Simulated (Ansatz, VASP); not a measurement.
# Ti in VASP and in Ansatz

```
Ti
1.0
    -1.71537    1.71537    1.71537
     1.71537   -1.71537    1.71537
     1.71537    1.71537   -1.71537
Ti
1
Direct
  0.00000 0.00000 0.00000
```

Alike in both runs: task single point; functional PBEsol; k mesh 18 × 18 × 18; occupations gaussian, width 0.1 eV; no spin polarisation.

|  | VASP | Ansatz |
| --- | --- | --- |
| version | VASP 6.6.1 | Ansatz 0.2.0 |
| potentials or method | VASP PAW PBE potentials, release 64 (Ti_sv) | scalar-relativistic, plane waves, PAW |
| plane-wave cutoff (eV) | 520 | 420 |
| valence electrons in the cell | 12 | 12 |

|  | VASP | Ansatz | Ansatz less VASP |
| --- | --- | --- | --- |
| gap on the k mesh at the Fermi level (eV) | none | none | - |
| pressure (GPa) | -16.0 | -16.0 | +0.05 |

A gap of «none» marks a metal or a gap that the smearing closes.

Caveats: so large a pressure means that the cell lies far from this level's equilibrium, or that cutoff or potentials fall short (VASP); the potentials were made for another functional, which shifts forces and pressure (VASP).
